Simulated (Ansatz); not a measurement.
## Strain and the gap of BeS (zincblende)

BeS built on the zincblende prototype, relaxed with r2SCAN in the plane-wave code Ansatz. It is cubic, F-43m (No. 216); conventional cell a = 4.869 Å, 14.43 Å³ an atom. Be has 4 S at 2.11 Å; S has 4 Be at 2.11 Å.

The axes x, y and z are those of this cell:
```yaml
crystal:
  lattice:
    - [0.00000, 2.43431, 2.43431]
    - [2.43431, 0.00000, 2.43431]
    - [2.43431, 2.43431, 0.00000]
  atoms:
    - { symbol: Be, position: [0.00000, 0.00000, 0.00000] }
    - { symbol: S, position: [0.25000, 0.25000, 0.25000] }
```

Unstrained: PBE gives an indirect gap of 3.135 eV, from Γ to X; the least direct gap is 5.617 eV at Γ–K (0.10 of the way from Γ). The r2SCAN gap is indirect, 3.589 eV (Γ to X), below the direct gap of 6.234 eV at Γ. The HSE06 gap is indirect, 4.085 eV (Γ to X), below the direct gap of 6.804 eV at Γ–K (0.10 of the way from Γ). Meshes: PBE 10×10×10, r2SCAN 10×10×10, HSE06 6×6×6. Strains are changes of length per length, and xy shears are angles. After each strain the atoms were relaxed again with r2SCAN within the symmetry that the strain leaves, so tilts or polar shifts that break it weren't tested; points keep the names that they have in the unstrained zone. Spin-unpolarised throughout; all numbers are computed.

Changes of the least gap in eV (an overlap counts as a negative gap):
```
                                                      strain  volume change (%)  space group     PBE  r2SCAN   HSE06  G0W0@PBE (mesh)  energy rise, r2SCAN (meV/atom)
epitaxial -3.0 % in the xy plane, free normal strain +2.26 %               -3.8        I-4m2  -0.330  -0.338  -0.341            -0.34                            15.6
epitaxial +4.0 % in the xy plane, free normal strain -3.24 %               +4.7        I-4m2  -0.431  -0.450  -0.447            -0.43                            23.6
                            isotropic -1.5 % on every length               -4.4        F-43m  -0.104  -0.104  -0.107            -0.11                             9.3
                 xy shear, engineering strain (angle) +2.5 %                0.0         Imm2  -0.111  -0.118  -0.114            -0.12                             2.5
                            isotropic +1.5 % on every length               +4.6        F-43m  +0.093  +0.093  +0.095            +0.10                             8.5
```
Unstrained, G0W0@PBE with 120 empty bands, a screening cutoff of 150 eV and a 6×6×6 mesh gives 4.45 eV on its mesh; the band count follows the volume. G0W0 here is at a finite number of bands, screening cutoff and k mesh, not at the basis limit.

Epitaxial -3.0 % in the xy plane, free normal strain +2.26 %. HSE06: the gap goes from 4.085 to 3.744 eV (-0.341 eV); the X points, equivalent before, split by 450 meV, and the conduction bottom lies at those like (0, 1/2, 1/2); with r2SCAN the top three valence levels at Γ, degenerate before, become 2+1 from the top over 334 meV. Stress change with r2SCAN, compression positive: xx +6.02, yy +6.02, zz 0.00 GPa.

Epitaxial +4.0 % in the xy plane, free normal strain -3.24 %. HSE06: the gap goes from 4.085 to 3.638 eV (-0.447 eV); with r2SCAN the top three valence levels at Γ, degenerate before, become 1+2 from the top over 333 meV. Stress change with r2SCAN, compression positive: xx -6.20, yy -6.20, zz +0.01 GPa.

Isotropic -1.5 % on every length. HSE06: the gap goes from 4.085 to 3.978 eV (-0.107 eV). Stress change with r2SCAN, compression positive: xx +4.81, yy +4.81, zz +4.81 GPa. For HSE06, dE_g/d ln V = 2.4 eV over this step.

Xy shear, engineering strain (angle) +2.5 %. HSE06: the gap goes from 4.085 to 3.971 eV (-0.114 eV); with r2SCAN the top three valence levels at Γ, degenerate before, become 1+1+1 from the top over 187 meV. Stress change with r2SCAN, compression positive: xx +0.06, yy +0.06, zz -0.01, xy -2.19 GPa.

Isotropic +1.5 % on every length. HSE06: the gap goes from 4.085 to 4.180 eV (+0.095 eV). Stress change with r2SCAN, compression positive: xx -4.00, yy -4.00, zz -4.00 GPa. For HSE06, dE_g/d ln V = 2.1 eV over this step.

Where an edge lies off the special points, it is a point of the mesh or the k point where a search put PBE's edge or least direct gap, reused for the other functionals, whose own edges may lie a little apart.

The meshes of the hybrids are coarse, so their gaps aren't converged to the digits shown.

The splittings at Γ are without spin-orbit coupling, which regroups them where it is of like size or larger.
